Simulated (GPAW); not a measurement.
Consider Sc on a Y site in YB2Ir3.

```xyz
18
Lattice="5.4369 0.0000 3.1503 -2.7184 4.7085 3.1503 -2.7184 -4.7085 3.1503" Properties=species:S:1:pos:R:3 pbc="T T T"
Ir   -1.3619   -2.3622    4.6859
Ir    1.3719    2.3594    4.7555
Ir   -1.3572   -2.3571    1.5799
Ir   -4.0709   -2.3607    4.7201
Ir   -1.3609    2.3578    4.6902
Ir    1.3716   -2.3642    4.7616
Ir   -2.7145   -0.0047    7.8722
Ir    2.7380   -0.0017    4.6760
Ir   -2.7302   -0.0021    4.7758
Sc    5.4247    0.0037    3.1487
Y     0.0014    0.0008    3.1216
Y     0.0139    0.0001    6.3264
B     2.7170   -1.5415    6.3009
B     0.0037    3.1239    3.1519
B    -0.0053    3.1256    6.2978
B     0.0095   -3.1285    3.1543
B    -0.0155   -3.1333    6.2908
B     2.7177    1.5518    6.3008
```

Absorber: atom 18, with 2 Ir at 2.20 Å, 2 Ir at 2.23 Å and 2 Ir at 2.25 Å (distorted trigonal prismatic; 3.2 Å from the defect atom). Method: GPAW, PBE, excited-electron core hole (neutral cell), 18-atom cell with 6.3 Å between holes, 4×4×4 k points, dipole transitions, Gaussian full width 0.9 eV up to 4 eV, rising linearly to 3.5 eV at 25 eV, without spin-orbit coupling.

Where do the maxima of the B K edge fall?

Main maxima up to 24 eV above the zero (height): 1.6 eV (2.02), 3.9 eV (1.71), 6.5 eV (1.16), 9.6 eV (1.32), 12.9 eV (0.79) and 17.2 eV (0.68). A K edge sees empty p states on the absorber. The total-energy difference is 194.26 eV. One term is added: -5.59 eV, since the hole is spin-paired here and a spin-polarised one costs that much less in the free atom (computed apart). The photon energy is then 188.67 eV. The functional leaves an error of a few eV in such absolute values.

The B K spectrum (energy from the lowest empty level; intensity scaled to a mean of 1 over the first 20 eV):

| E (eV) | isotropic | ε ∥ x | ε ∥ y | ε ∥ z |
| --- | --- | --- | --- | --- |
| -2.00 | 0.00 | 0.00 | 0.00 | 0.00 |
| -1.25 | 0.00 | 0.00 | 0.00 | 0.00 |
| -0.50 | 0.08 | 0.07 | 0.06 | 0.10 |
| 0.25 | 0.75 | 0.71 | 0.61 | 0.92 |
| 1.00 | 1.45 | 1.53 | 1.70 | 1.12 |
| 1.75 | 1.98 | 2.14 | 2.64 | 1.15 |
| 2.50 | 1.55 | 1.52 | 2.19 | 0.95 |
| 3.25 | 1.60 | 1.88 | 2.15 | 0.78 |
| 4.00 | 1.70 | 2.02 | 1.76 | 1.32 |
| 4.75 | 1.28 | 1.61 | 1.07 | 1.15 |
| 5.50 | 1.10 | 1.41 | 1.15 | 0.75 |
| 6.25 | 1.14 | 1.21 | 1.06 | 1.16 |
| 7.00 | 1.08 | 0.97 | 0.90 | 1.37 |
| 7.75 | 0.91 | 0.63 | 0.68 | 1.43 |
| 8.50 | 0.99 | 0.70 | 0.68 | 1.60 |
| 9.25 | 1.25 | 0.88 | 0.88 | 1.99 |
| 10.00 | 1.26 | 0.80 | 0.86 | 2.12 |
| 10.75 | 0.94 | 0.60 | 0.61 | 1.59 |
| 11.50 | 0.74 | 0.57 | 0.55 | 1.08 |
| 12.25 | 0.75 | 0.74 | 0.68 | 0.83 |
| 13.00 | 0.79 | 0.86 | 0.78 | 0.75 |
| 13.75 | 0.71 | 0.76 | 0.72 | 0.66 |
| 14.50 | 0.62 | 0.65 | 0.68 | 0.53 |
| 15.25 | 0.60 | 0.65 | 0.71 | 0.44 |
| 16.00 | 0.63 | 0.72 | 0.77 | 0.41 |
| 16.75 | 0.67 | 0.76 | 0.83 | 0.43 |
| 17.50 | 0.68 | 0.74 | 0.84 | 0.45 |
| 18.25 | 0.62 | 0.66 | 0.76 | 0.45 |
| 19.00 | 0.52 | 0.55 | 0.61 | 0.41 |
| 19.75 | 0.43 | 0.48 | 0.46 | 0.34 |
| 20.50 | 0.37 | 0.45 | 0.38 | 0.27 |
| 21.25 | 0.35 | 0.46 | 0.36 | 0.23 |
| 22.00 | 0.35 | 0.47 | 0.37 | 0.20 |
| 22.75 | 0.35 | 0.47 | 0.39 | 0.20 |
| 23.50 | 0.36 | 0.46 | 0.41 | 0.21 |
| 24.25 | 0.37 | 0.45 | 0.43 | 0.24 |
| 25.00 | 0.39 | 0.44 | 0.44 | 0.29 |
| 25.75 | 0.41 | 0.43 | 0.45 | 0.34 |
| 26.50 | 0.43 | 0.42 | 0.45 | 0.40 |
| 27.25 | 0.45 | 0.43 | 0.47 | 0.46 |

In so small a cell the defects form an ordered array, and no site is far from one. The holes are only 6.3 Å apart, so the shape is probably not converged with cell size; no larger cell was run here. The mesh is coarse (0.25 Å⁻¹ between points), so small maxima may be mesh ripples. Lifetime broadening is put in by hand, and intensities beyond about 20 eV depend on it and on the partial waves; weight that the partial waves miss at high energy is lost.

[Banner, clock and machine lines of the logs are left out without a mark of their own.]

[Logs are printed without paths, hosts, clocks, repeated set-up lines and the standing remarks that a program may print on its own settings, such as how far it seeks lower states.]

[Hosts, paths, dates, database ids (printed as entryN), source tags and the programs' standing remarks are cut or masked in the printed files.]

[Lists of maxima count a maximum above −3 eV only where it reaches 4 % of the highest in the window and stands out from its surroundings by 2 % of it (1.5 % where it reaches 55 %); shoulders and weaker maxima are passed over, and of the rest the first, up to two pre-edge ones and the few strongest are named.]
